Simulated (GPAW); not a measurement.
# AlN (F-43m) in GPAW: notebook

One crystal, AlN, is run at these levels: PBE; tasks: single point.

Everything below comes from runs of GPAW 26.7.0. Logs are shortened: lines on timing, memory, paths and dates and some standing lists are left out, and cuts for length are marked. The log counts tension as positive stress, the text compression.

## (1) The crystal as given

It takes space group F-43m (No. 216, cubic). Conventional cell: a = 4.368 Å, b = 4.368 Å, c = 4.368 Å, α = 90.00°, β = 90.00°, γ = 90.00°. Around Al (site symmetry -43m) lie 4 N at 1.89 Å. N (site symmetry -43m) is surrounded by 4 Al at 1.89 Å.

Measurements of this composition are mostly on another form, of space group No. 186.

## (2) Single point, PBE

run.py

```python
import spglib
from ase import Atoms
from ase.dft.bandgap import bandgap
from ase.io import read, write
from ase.units import GPa
from gpaw import GPAW, PW

atoms = read('AlN.cif')
cell, positions, numbers = spglib.find_primitive(
    (atoms.cell[:], atoms.get_scaled_positions(), atoms.numbers), symprec=1e-4)
atoms = Atoms(numbers, cell=cell, scaled_positions=positions, pbc=True)

calc = GPAW(mode=PW(600),
            xc='PBE',
            kpts={'size': (8, 8, 8), 'gamma': True},
            occupations={'name': 'fermi-dirac', 'width': 0.05},
            nbands=11,
            convergence={'density': 1e-05, 'energy': 1e-05},
            maxiter=80,
            txt='gpaw.txt')
atoms.calc = calc
energy = atoms.get_potential_energy()
forces = atoms.get_forces()
stress = atoms.get_stress()
calc.write('gs.gpw')
write('result.traj', atoms)
print(f'Energy: {energy:.6f} eV')
print('Forces (eV/A):')
print(forces.round(4))
print('Stress (GPa):', (stress / GPa).round(3))
print('Fermi level:', round(calc.get_fermi_level(), 4), 'eV')
print(f'Gap: {bandgap(calc)[0]:.4f} eV, direct: {bandgap(calc, direct=True)[0]:.4f} eV')
```

AlN.cif

```cif
data_AlN
_cell_length_a 4.36798712
_cell_length_b 4.36798712
_cell_length_c 4.36798712
_cell_angle_alpha 90.00000000
_cell_angle_beta 90.00000000
_cell_angle_gamma 90.00000000
_space_group_name_H-M_alt 'F-43m'
_space_group_name_Hall 'F -4 2 3'
_space_group_IT_number 216
loop_
_space_group_symop_operation_xyz
'x,y,z'
'y,-x,-z'
'-x,-y,z'
'-y,x,-z'
'x,-y,-z'
'y,x,z'
'-x,y,-z'
'-y,-x,z'
'z,x,y'
'-z,y,-x'
'z,-x,-y'
'-z,-y,x'
'-z,x,-y'
'z,y,x'
'-z,-x,y'
'z,-y,-x'
'y,z,x'
'-x,-z,y'
'-y,z,-x'
'x,-z,-y'
'-y,-z,x'
'x,z,y'
'y,-z,-x'
'-x,z,-y'
'x,y+1/2,z+1/2'
'y,-x+1/2,-z+1/2'
'-x,-y+1/2,z+1/2'
'-y,x+1/2,-z+1/2'
'x,-y+1/2,-z+1/2'
'y,x+1/2,z+1/2'
'-x,y+1/2,-z+1/2'
'-y,-x+1/2,z+1/2'
'z,x+1/2,y+1/2'
'-z,y+1/2,-x+1/2'
'z,-x+1/2,-y+1/2'
'-z,-y+1/2,x+1/2'
'-z,x+1/2,-y+1/2'
'z,y+1/2,x+1/2'
'-z,-x+1/2,y+1/2'
'z,-y+1/2,-x+1/2'
'y,z+1/2,x+1/2'
'-x,-z+1/2,y+1/2'
'-y,z+1/2,-x+1/2'
'x,-z+1/2,-y+1/2'
'-y,-z+1/2,x+1/2'
'x,z+1/2,y+1/2'
'y,-z+1/2,-x+1/2'
'-x,z+1/2,-y+1/2'
'x+1/2,y,z+1/2'
'y+1/2,-x,-z+1/2'
'-x+1/2,-y,z+1/2'
'-y+1/2,x,-z+1/2'
'x+1/2,-y,-z+1/2'
'y+1/2,x,z+1/2'
'-x+1/2,y,-z+1/2'
'-y+1/2,-x,z+1/2'
'z+1/2,x,y+1/2'
'-z+1/2,y,-x+1/2'
'z+1/2,-x,-y+1/2'
'-z+1/2,-y,x+1/2'
'-z+1/2,x,-y+1/2'
'z+1/2,y,x+1/2'
'-z+1/2,-x,y+1/2'
'z+1/2,-y,-x+1/2'
'y+1/2,z,x+1/2'
'-x+1/2,-z,y+1/2'
'-y+1/2,z,-x+1/2'
'x+1/2,-z,-y+1/2'
'-y+1/2,-z,x+1/2'
'x+1/2,z,y+1/2'
'y+1/2,-z,-x+1/2'
'-x+1/2,z,-y+1/2'
'x+1/2,y+1/2,z'
'y+1/2,-x+1/2,-z'
'-x+1/2,-y+1/2,z'
'-y+1/2,x+1/2,-z'
'x+1/2,-y+1/2,-z'
'y+1/2,x+1/2,z'
'-x+1/2,y+1/2,-z'
'-y+1/2,-x+1/2,z'
'z+1/2,x+1/2,y'
'-z+1/2,y+1/2,-x'
'z+1/2,-x+1/2,-y'
'-z+1/2,-y+1/2,x'
'-z+1/2,x+1/2,-y'
'z+1/2,y+1/2,x'
'-z+1/2,-x+1/2,y'
'z+1/2,-y+1/2,-x'
'y+1/2,z+1/2,x'
'-x+1/2,-z+1/2,y'
'-y+1/2,z+1/2,-x'
'x+1/2,-z+1/2,-y'
'-y+1/2,-z+1/2,x'
'x+1/2,z+1/2,y'
'y+1/2,-z+1/2,-x'
'-x+1/2,z+1/2,-y'
loop_
_atom_site_label
_atom_site_type_symbol
_atom_site_symmetry_multiplicity
_atom_site_Wyckoff_symbol
_atom_site_fract_x
_atom_site_fract_y
_atom_site_fract_z
_atom_site_occupancy
Al1 Al 4 a 0.0000000000 0.0000000000 0.0000000000 1
N1 N 4 d 0.2500000000 0.2500000000 0.7500000000 1
```

Potentials or basis: GPAW PAW data sets (gpaw-data 1.2.1), pw.

The run is started by

```
$ OMP_NUM_THREADS=1 python run.py
```

gpaw.txt:

```text
__  _  _
 | _ |_)|_||  |
 |__||  | ||/\| - 26.7.0

Input parameters:
  mode=PW(ecut=600.0),
  convergence={'density': 1e-05, 'energy': 1e-05},
  kpts=MonkhorstPack(size=(8, 8, 8), gamma=True),
  maxiter=80,
  nbands=11,
  occupations=Occupations(name='fermi-dirac', width=0.05),
  xc=XC(name='PBE')

Diagonalizing LCAO Hamiltonian
Converting LCAO to pw mode

                 N

       Al

Atoms  # Å, Bohr magnetons
|   | symbol |        x |        y |        z |    initial magnetic moments |
|---|--------|----------|----------|----------|-----------------------------|
| 0 |     Al | 0.000000 | 0.000000 | 0.000000 | ( 0.0000,  0.0000,  0.0000) |
| 1 |      N | 3.275990 | 3.275990 | 3.275990 | ( 0.0000,  0.0000,  0.0000) |

Unit cell  # Å
| periodic |        x |        y |        z |  lengths |    angles |
|----------|----------|----------|----------|----------|-----------|
|      yes | 0.000000 | 2.183994 | 2.183994 | 3.088633 | 60.000000 |
|      yes | 2.183994 | 0.000000 | 2.183994 | 3.088633 | 60.000000 |
|      yes | 2.183994 | 2.183994 | 0.000000 | 3.088633 | 60.000000 |

Number of symmetries: 24
Symmetry operations  # r_c * U_cc + t_c -> r_c
|    | kind |            matrix            |
|----|------|------------------------------|
|  0 |  E   |  1, 0, 0,  0, 1, 0,  0, 0, 1 |
|  1 |  σ   |  1, 0, 0,  0, 0, 1,  0, 1, 0 |
|  2 |  σ   |  1, 0,-1,  0, 1,-1,  0, 0,-1 |
|  3 |  C3  |  1, 0,-1,  0, 0,-1,  0, 1,-1 |
|  4 |  C3  |  1,-1, 0,  0,-1, 1,  0,-1, 0 |
|  5 |  σ   |  1,-1, 0,  0,-1, 0,  0,-1, 1 |
|  6 |  σ   |  0, 1, 0,  1, 0, 0,  0, 0, 1 |
|  7 |  C3  |  0, 1, 0,  0, 0, 1,  1, 0, 0 |
|  8 |  C2  |  0, 1,-1,  1, 0,-1,  0, 0,-1 |
|  9 |  S4  |  0, 1,-1,  0, 0,-1,  1, 0,-1 |
| 10 |  C3  |  0, 0, 1,  1, 0, 0,  0, 1, 0 |
| 11 |  σ   |  0, 0, 1,  0, 1, 0,  1, 0, 0 |
| 12 |  S4  |  0, 0,-1,  1, 0,-1,  0, 1,-1 |
| 13 |  C3  |  0, 0,-1,  0, 1,-1,  1, 0,-1 |
| 14 |  S4  |  0,-1, 1,  1,-1, 0,  0,-1, 0 |
| 15 |  C2  |  0,-1, 1,  0,-1, 0,  1,-1, 0 |
| 16 |  C3  |  0,-1, 0,  1,-1, 0,  0,-1, 1 |
| 17 |  S4  |  0,-1, 0,  0,-1, 1,  1,-1, 0 |
| 18 |  S4  | -1, 1, 0, -1, 0, 1, -1, 0, 0 |
| 19 |  C3  | -1, 1, 0, -1, 0, 0, -1, 0, 1 |
| 20 |  C3  | -1, 0, 1, -1, 1, 0, -1, 0, 0 |
| 21 |  S4  | -1, 0, 1, -1, 0, 0, -1, 1, 0 |
| 22 |  σ   | -1, 0, 0, -1, 1, 0, -1, 0, 1 |
| 23 |  C2  | -1, 0, 0, -1, 0, 1, -1, 1, 0 |

BZ-sampling:
  Number of BZ points: 512
  Number of IBZ points: 29

  Monkhorst-Pack size: [8, 8, 8]
  Monkhorst-Pack shift: [0.0625, 0.0625, 0.0625]

K-points  # in reciprocal-cell coordinates
|     |                                coordinates |     weight |
|-----|--------------------------------------------|------------|
|   0 | (  0.00000000,   0.00000000,   0.00000000) | 0.00195312 |
|   1 | (  0.12500000,   0.12500000,   0.00000000) | 0.01171875 |
|   2 | (  0.12500000,   0.12500000,   0.12500000) | 0.01562500 |
|   3 | (  0.25000000,   0.12500000,   0.12500000) | 0.02343750 |
|   4 | (  0.25000000,   0.25000000,   0.00000000) | 0.01171875 |
|   5 | (  0.25000000,   0.25000000,   0.12500000) | 0.04687500 |
|   6 | (  0.25000000,   0.25000000,   0.25000000) | 0.01562500 |
|   7 | (  0.37500000,   0.25000000,  -0.37500000) | 0.04687500 |
|   8 | (  0.37500000,   0.25000000,   0.12500000) | 0.04687500 |
|   9 | (  0.37500000,   0.25000000,   0.25000000) | 0.04687500 |
| ... |                                            |            |
|  28 | (  0.50000000,   0.50000000,   0.50000000) | 0.00781250 |

Plane wave coefficients: 725
Cutoff: 600.0 eV

Spin-components: 1 (collinear spins)
Bands:           11
Projectors:      10
Spin-degeneracy: 2
Datatype:        complex128

Density:
  Valence electrons: 8.0
  Components: 1
  Grid points: [18 18 18]
  Charge: 0.0  # |e|

Potential:
  Grid points: [18 18 18]

species:
  Al:
    name:    Aluminium
    Z:       13.0
    valence: 3
    core:    10
    charge:  0.0  # [|e|]
    compensation charges:
      type: gauss
      rc: 0.34  # [Å]
      lmax: 2
    cutoffs:
      filter: 1.91  # [Å]
      core: 2.36  # [Å]
    projectors
    | kind |    occ | energy [eV] | rcut [Å] |
    |------|--------|-------------|----------|
    |   3s |  2.000 |      -7.753 |    1.085 |
    |   3p |  1.000 |      -2.712 |    1.085 |
    |    s |        |      19.459 |    1.085 |
    |    p |        |      24.499 |    1.085 |
    |    d |        |       0.000 |    1.085 |

    Using partial waves for Al as LCAO basis

  N:
    name:    Nitrogen
    Z:       7.0
    valence: 5
    core:    2
    charge:  0.0  # [|e|]
    compensation charges:
      type: gauss
      rc: 0.18  # [Å]
      lmax: 2
    cutoffs:
      filter: 1.11  # [Å]
      core: 0.96  # [Å]
    projectors
    | kind |    occ | energy [eV] | rcut [Å] |
    |------|--------|-------------|----------|
    |   2s |  2.000 |     -18.583 |    0.603 |
    |   2p |  3.000 |      -7.089 |    0.529 |
    |    s |        |       8.629 |    0.603 |
    |    p |        |      20.123 |    0.529 |
    |    d |        |       0.000 |    0.577 |

    Using partial waves for N as LCAO basis

Reference energy: -8085.144769  # eV

eigensolver:
  PPCG
  Converge bands: occupied
  niter=2

density mixing:
  MSR1-Mixer
  Pratt-step length: 0.05
  Maximum mixing coefficient: 0.75
  Old densities: 10
  SVD Regularization: 0.005
  Good broyden scale: 1.0
  Trust region scale: 1.0
  Backstep threshold: 4.0
  History deletion threshold: 6.0
  Fourier metric: weight=20.0, sigma=0.015

occupation numbers:
  Fermi-Dirac:
    width: 0.0500  # eV

poisson solver:
  ecut: 4800.0  # eV

xc functional:
  name: PBE with 2 nearest neighbor stencil

convergence criteria:
- Maximum integral of absolute [dens]ity change: 1e-05 electrons / valence electron
- Maximum [total energy] change in last 3 cyles: 1e-05 eV / valence electron
- Maximum integral of absolute [eigenst]ate change: 4e-08 eV^2 / valence electron
maximum number of iterations: 80

SCF iterations
|iter     | |      energy | eigst |  dens |
|---------|-|-------------|-------|-------|
|iter:   1| |  -16.608937 | -0.30 |       |
|iter:   2| |  -16.095966 | -2.26 | -0.55 |
|iter:   3| |  -14.621454 | -0.92 | -0.60 |
|iter:   4| |  -14.632480 | -3.05 | -1.25 |
|iter:   5| |  -14.638658 | -3.41 | -1.54 |
|iter:   6| |  -14.638714 | -5.44 | -2.76 |
|iter:   7| |  -14.638727c| -6.38 | -3.13 |
|iter:   8| |  -14.638727c| -8.61c| -4.41 |
|iter:   9| |  -14.638727c| -8.18c| -4.92 |
|iter:  10| |  -14.638727c| -9.68c| -5.94c|

Converged in 10 steps
Energy contributions relative to reference atoms: (reference = -8085.144769)

Energy contributions:
  Kinetic:          16.826257
  Coulomb:         -14.214928
  Zero:             -0.018864
  External:          0.000000
  Xc:              -17.231192
  Entropy:          -0.000000
  Spinorbit:         0.000000
  ----------------------------
  Free energy:     -14.638727
  Extrapolated:    -14.638727

dipole moment: (-6.260864, -6.260864, -6.260864)  # |e|*Ang

Fermi level: 6.985
Eigenvalues  # (at kpt = [0.000, 0.000, 0.000])
| band index |      eig [eV] | occ [0-2] |
|------------|---------------|-----------|
|          0 |        -9.020 |     2.000 |
|          1 |         5.984 |     2.000 |
|          2 |         5.984 |     2.000 |
|          3 |         5.984 |     2.000 |
|          4 |        10.168 |     0.000 |
|          5 |        18.548 |     0.000 |
|          6 |        18.548 |     0.000 |
|          7 |        18.548 |     0.000 |
|          8 |        23.677 |     0.000 |
|          9 |        24.130 |     0.000 |
|         10 |        25.111 |     0.000 |

Gap: 3.306 eV
Transition (v -> c):
  (s=0, k=0, n=3, [0.00, 0.00, 0.00]) -> (s=0, k=24, n=4, [0.50, 0.50, 0.00])
Direct/indirect transitions are different
Direct gap: 4.185 eV
Transition at: (s=0, k=0, n=3, [0.00, 0.00, 0.00])

Forces  # eV/Ang
|        x |        y |        z |
|----------|----------|----------|
|  0.00000 | -0.00000 | -0.00000 |  # Al   0
| -0.00000 | -0.00000 | -0.00000 |  # N    1

Stress tensor  # eV/Ang^3
|        x |        y |        z |
|----------|----------|----------|
| 0.003111 | 0.000000 | 0.000000 |
| 0.000000 | 0.003111 | 0.000000 |
| 0.000000 | 0.000000 | 0.003111 |

# Writing to gs.gpw (mode='')
```

Run time: 6.7 s. Hardware: 1 thread of Arm Neoverse V1, shared host; peak memory 0.16 GiB.

What came out:

| Property | Result |
| --- | --- |
| Free energy | -14.6387 eV |
| Pressure | -0.5 GPa |
| Band gap on the k mesh | 3.31 eV, indirect (least direct gap 4.18 eV) |

Caveat: the cutoff is short for stress and forces, so pressures can be off by a GPa or more. A k mesh can miss the band edges.

## (3) Single point, PBE

run.py

```python
from ase.dft.bandgap import bandgap
from ase.io import read, write
from ase.units import GPa
from gpaw import GPAW, PW

atoms = read('AlN.xyz')

calc = GPAW(mode=PW(250),
            xc='PBE',
            kpts={'size': (10, 10, 10), 'gamma': True},
            occupations={'name': 'fermi-dirac', 'width': 0.05},
            nbands=11,
            convergence={'density': 1e-05, 'energy': 1e-05},
            maxiter=75,
            txt='gpaw.txt')
atoms.calc = calc
energy = atoms.get_potential_energy()
forces = atoms.get_forces()
stress = atoms.get_stress()
calc.write('gs.gpw')
write('result.traj', atoms)
print(f'Energy: {energy:.6f} eV')
print('Forces (eV/A):')
print(forces.round(4))
print('Stress (GPa):', (stress / GPa).round(3))
print('Fermi level:', round(calc.get_fermi_level(), 4), 'eV')
print(f'Gap: {bandgap(calc)[0]:.4f} eV, direct: {bandgap(calc, direct=True)[0]:.4f} eV')
```

AlN.xyz

```xyz
2
Lattice="0.0000000000 2.1839935596 2.1839935596 2.1839935596 0.0000000000 2.1839935596 2.1839935596 2.1839935596 0.0000000000" Properties=species:S:1:pos:R:3 pbc="T T T"
Al     0.0000000000      0.0000000000      0.0000000000
N      1.0919967798      1.0919967798      1.0919967798
```

Potentials or basis: GPAW PAW data sets (gpaw-data 1.2.1), pw.

The run is started by

```
$ OMP_NUM_THREADS=1 python run.py
```

gpaw.txt:

```text
__  _  _
 | _ |_)|_||  |
 |__||  | ||/\| - 26.7.0

Input parameters:
  mode=PW(ecut=250.0),
  convergence={'density': 1e-05, 'energy': 1e-05},
  kpts=MonkhorstPack(size=(10, 10, 10), gamma=True),
  maxiter=75,
  nbands=11,
  occupations=Occupations(name='fermi-dirac', width=0.05),
  xc=XC(name='PBE')

Diagonalizing LCAO Hamiltonian
Converting LCAO to pw mode

           N
       Al

Atoms  # Å, Bohr magnetons
|   | symbol |        x |        y |        z |    initial magnetic moments |
|---|--------|----------|----------|----------|-----------------------------|
| 0 |     Al | 0.000000 | 0.000000 | 0.000000 | ( 0.0000,  0.0000,  0.0000) |
| 1 |      N | 1.091997 | 1.091997 | 1.091997 | ( 0.0000,  0.0000,  0.0000) |

Unit cell  # Å
| periodic |        x |        y |        z |  lengths |    angles |
|----------|----------|----------|----------|----------|-----------|
|      yes | 0.000000 | 2.183994 | 2.183994 | 3.088633 | 60.000000 |
[... 179 lines left out ...]
  Kinetic:          -6.934060
  Coulomb:          15.120890
  Zero:              0.318683
  External:          0.000000
  Xc:              -14.654173
  Entropy:          -0.000000
  Spinorbit:         0.000000
  ----------------------------
  Free energy:      -6.148660
  Extrapolated:     -6.148660

dipole moment: (-8.796626, -8.796626, -8.796626)  # |e|*Ang

Fermi level: 8.003
Eigenvalues  # (at kpt = [0.000, 0.000, 0.000])
| band index |      eig [eV] | occ [0-2] |
|------------|---------------|-----------|
|          0 |       -10.157 |     2.000 |
|          1 |         6.887 |     2.000 |
|          2 |         6.887 |     2.000 |
|          3 |         6.887 |     2.000 |
|          4 |         9.352 |     0.000 |
|          5 |        18.628 |     0.000 |
|          6 |        18.628 |     0.000 |
|          7 |        18.628 |     0.000 |
|          8 |        23.686 |     0.000 |
|          9 |        23.686 |     0.000 |
|         10 |        25.585 |     0.000 |

Gap: 2.445 eV
Transition (v -> c):
  (s=0, k=0, n=3, [0.00, 0.00, 0.00]) -> (s=0, k=41, n=4, [0.50, 0.50, 0.00])
Direct/indirect transitions are different
Direct gap: 2.465 eV
Transition at: (s=0, k=0, n=3, [0.00, 0.00, 0.00])

Forces  # eV/Ang
|       x |        y |        z |
|---------|----------|----------|
| 0.00000 |  0.00000 | -0.00000 |  # Al   0
| 0.00000 | -0.00000 | -0.00000 |  # N    1

Stress tensor  # eV/Ang^3
|        x |        y |        z |
|----------|----------|----------|
| 0.479333 | 0.000000 | 0.000000 |
| 0.000000 | 0.479333 | 0.000000 |
| 0.000000 | 0.000000 | 0.479333 |

# Writing to gs.gpw (mode='')
```

stdout:

```text
Energy: -6.148660 eV
Forces (eV/A):
[[ 0.  0. -0.]
 [ 0. -0. -0.]]
Stress (GPa): [76.798 76.798 76.798  0.     0.     0.   ]
Fermi level: 8.003 eV
Gap: 2.4450 eV, direct: 2.4651 eV
```

Wall time 3.1 s (1 thread of Arm Neoverse V2, shared host); peak memory 0.12 GiB.

The run converged, but some of its settings lie outside the range that counts as converged, so its numbers aren't taken as properties of the crystal.

Results:

| Quantity | Value |
| --- | --- |
| Free energy | -6.1487 eV |
| Pressure | -76.8 GPa |
| Band gap on the k mesh | 2.44 eV, indirect (least direct gap 2.47 eV) |

Caveat: the cutoff is short for stress and forces, so pressures can be off by a GPa or more; a pressure of tens of GPa on the cell as given is suspect, and the run, the potentials or the cell itself is likely at fault.
